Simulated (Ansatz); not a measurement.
# InSe: the cost of one run

Method: DFT PBE, scalar-relativistic, plane waves, PAW, in Ansatz 0.2.0.

The COD entry's cell or inner coordinates are ideal or old and differ from later refinements, so a difference from it is no clean test against experiment.

## Step 1: Starting point

The structure is trigonal, space group R3m (No. 160). The conventional cell has a = 4.000 Å, b = 4.000 Å, c = 25.320 Å, α = 90.00°, β = 90.00°, γ = 120.00°. Around In (site symmetry 3m) lie 3 Se at 2.64 Å and 1 In at 2.82 Å. Around In (site symmetry 3m) lie 3 Se at 2.63 Å and 1 In at 2.82 Å. Se (site symmetry 3m) is surrounded by 3 In at 2.64 Å. Around Se (site symmetry 3m) lie 3 In at 2.63 Å.

Coordinates:

```
In Se
1.0
    -4.00000   -6.92820    0.00000
    12.00000   -6.92820    0.00000
     0.00000    2.30940   16.88000
In Se
32 32
Direct
  0.00000 0.00000 0.00000
  0.50000 0.00000 0.00000
  0.25000 0.25000 0.00000
  0.37500 0.12500 0.50000
  0.75000 0.25000 0.00000
  0.87500 0.12500 0.50000
  0.50000 0.50000 0.00000
  0.62500 0.37500 0.50000
  0.00000 0.50000 0.00000
  0.12500 0.37500 0.50000
  0.75000 0.75000 0.00000
  0.87500 0.62500 0.50000
  0.25000 0.75000 0.00000
  0.37500 0.62500 0.50000
  0.12500 0.87500 0.50000
  0.62500 0.87500 0.50000
  0.04177 0.01392 0.16710
  0.54178 0.01392 0.16710
  0.29178 0.26393 0.16710
  0.41678 0.13892 0.66710
  0.79178 0.26393 0.16710
  0.91678 0.13892 0.66710
  0.54178 0.51392 0.16710
  0.66678 0.38893 0.66710
  0.04177 0.51392 0.16710
  0.16677 0.38893 0.66710
  0.79178 0.76392 0.16710
  0.91678 0.63892 0.66710
  0.29177 0.76392 0.16710
  0.41677 0.63892 0.66710
  0.16677 0.88892 0.66710
  0.66677 0.88892 0.66710
  0.23119 0.07706 0.92475
  0.73119 0.07706 0.92475
  0.48119 0.32706 0.92475
  0.60619 0.20206 0.42475
  0.98119 0.32706 0.92475
  0.10619 0.20206 0.42475
  0.73119 0.57706 0.92475
  0.85619 0.45206 0.42475
  0.23119 0.57706 0.92475
  0.35619 0.45206 0.42475
  0.98119 0.82706 0.92475
  0.10619 0.70206 0.42475
  0.48119 0.82706 0.92475
  0.60619 0.70206 0.42475
  0.35619 0.95206 0.42475
  0.85619 0.95206 0.42475
  0.31054 0.10351 0.24215
  0.81054 0.10351 0.24215
  0.56054 0.35351 0.24215
  0.68554 0.22851 0.74215
  0.06054 0.35351 0.24215
  0.18554 0.22851 0.74215
  0.81054 0.60351 0.24215
  0.93554 0.47851 0.74215
  0.31054 0.60351 0.24215
  0.43554 0.47851 0.74215
  0.06054 0.85351 0.24215
  0.18554 0.72851 0.74215
  0.56054 0.85351 0.24215
  0.68554 0.72851 0.74215
  0.43554 0.97851 0.74215
  0.93554 0.97851 0.74215
```

The runs take a perfect supercell of 64 atoms; the defect goes to fractional position (0.231, 0.077, 0.925).

## Step 2: The perfect supercell

File input.yaml:

```yaml
crystal:
  lattice:
    - [-4.0, -6.928203, 0.0]
    - [12.0, -6.928203, 0.0]
    - [0.0, 2.309401, 16.88]
  atoms:
    - { symbol: In, position: [0.0, 0.0, 0.0] }
    - { symbol: In, position: [0.5, 0.0, 0.0] }
    - { symbol: In, position: [0.25, 0.25, 0.0] }
    - { symbol: In, position: [0.375, 0.125, 0.5] }
    - { symbol: In, position: [0.75, 0.25, 0.0] }
    - { symbol: In, position: [0.875, 0.125, 0.5] }
    - { symbol: In, position: [0.5, 0.5, 0.0] }
    - { symbol: In, position: [0.625, 0.375, 0.5] }
    - { symbol: In, position: [0.0, 0.5, 0.0] }
    - { symbol: In, position: [0.125, 0.375, 0.5] }
    - { symbol: In, position: [0.75, 0.75, 0.0] }
    - { symbol: In, position: [0.875, 0.625, 0.5] }
    - { symbol: In, position: [0.25, 0.75, 0.0] }
    - { symbol: In, position: [0.375, 0.625, 0.5] }
    - { symbol: In, position: [0.125, 0.875, 0.5] }
    - { symbol: In, position: [0.625, 0.875, 0.5] }
    - { symbol: In, position: [0.041775, 0.013925, 0.1671] }
    - { symbol: In, position: [0.541775, 0.013925, 0.1671] }
    - { symbol: In, position: [0.291775, 0.263925, 0.1671] }
    - { symbol: In, position: [0.416775, 0.138925, 0.6671] }
    - { symbol: In, position: [0.791775, 0.263925, 0.1671] }
    - { symbol: In, position: [0.916775, 0.138925, 0.6671] }
    - { symbol: In, position: [0.541775, 0.513925, 0.1671] }
    - { symbol: In, position: [0.666775, 0.388925, 0.6671] }
    - { symbol: In, position: [0.041775, 0.513925, 0.1671] }
    - { symbol: In, position: [0.166775, 0.388925, 0.6671] }
    - { symbol: In, position: [0.791775, 0.763925, 0.1671] }
    - { symbol: In, position: [0.916775, 0.638925, 0.6671] }
    - { symbol: In, position: [0.291775, 0.763925, 0.1671] }
    - { symbol: In, position: [0.416775, 0.638925, 0.6671] }
    - { symbol: In, position: [0.166775, 0.888925, 0.6671] }
    - { symbol: In, position: [0.666775, 0.888925, 0.6671] }
    - { symbol: Se, position: [0.231187, 0.077062, 0.924748] }
    - { symbol: Se, position: [0.731187, 0.077062, 0.924748] }
    - { symbol: Se, position: [0.481188, 0.327063, 0.924752] }
    - { symbol: Se, position: [0.606187, 0.202062, 0.424748] }
    - { symbol: Se, position: [0.981188, 0.327063, 0.924752] }
    - { symbol: Se, position: [0.106187, 0.202062, 0.424748] }
    - { symbol: Se, position: [0.731187, 0.577062, 0.924748] }
    - { symbol: Se, position: [0.856188, 0.452063, 0.424752] }
    - { symbol: Se, position: [0.231187, 0.577062, 0.924748] }
    - { symbol: Se, position: [0.356188, 0.452063, 0.424752] }
    - { symbol: Se, position: [0.981187, 0.827062, 0.924748] }
    - { symbol: Se, position: [0.106187, 0.702062, 0.424748] }
    - { symbol: Se, position: [0.481187, 0.827062, 0.924748] }
    - { symbol: Se, position: [0.606187, 0.702062, 0.424748] }
    - { symbol: Se, position: [0.356187, 0.952062, 0.424748] }
    - { symbol: Se, position: [0.856187, 0.952062, 0.424748] }
    - { symbol: Se, position: [0.310537, 0.103512, 0.242148] }
    - { symbol: Se, position: [0.810538, 0.103513, 0.242152] }
    - { symbol: Se, position: [0.560537, 0.353512, 0.242148] }
    - { symbol: Se, position: [0.685537, 0.228512, 0.742148] }
    - { symbol: Se, position: [0.060537, 0.353512, 0.242148] }
    - { symbol: Se, position: [0.185537, 0.228512, 0.742148] }
    - { symbol: Se, position: [0.810537, 0.603512, 0.242148] }
    - { symbol: Se, position: [0.935537, 0.478512, 0.742148] }
    - { symbol: Se, position: [0.310537, 0.603512, 0.242148] }
    - { symbol: Se, position: [0.435537, 0.478512, 0.742148] }
    - { symbol: Se, position: [0.060537, 0.853512, 0.242148] }
    - { symbol: Se, position: [0.185537, 0.728512, 0.742148] }
    - { symbol: Se, position: [0.560537, 0.853512, 0.242148] }
    - { symbol: Se, position: [0.685537, 0.728512, 0.742148] }
    - { symbol: Se, position: [0.435537, 0.978512, 0.742148] }
    - { symbol: Se, position: [0.935537, 0.978512, 0.742148] }
basis:
  ecutwfc: 420
  fft_grid_basis: typed
kpoints:
  mp_grid: { grid: [2, 1, 1] }
hamiltonian:
  xc: pbe
  pseudopotentials: { kind: paw }
scf:
  occupations: { method: gaussian, width: 0.05 }
output:
  forces: true
  stress: false
  eigenvalues: true
  bader: false
  write_density: true
  volumetric_format: npy
```

Started as:

```bash
$ ansatz run input.yaml --threads 8 --pin off --max-ram 16384MiB --backend cpu --events-out ev --progress --plain --runs-dir out
```

Q: Estimate wall time and peak memory on 8 threads of Arm Neoverse V1, shared host.

About 40 s, with a peak of 8.5 GiB.
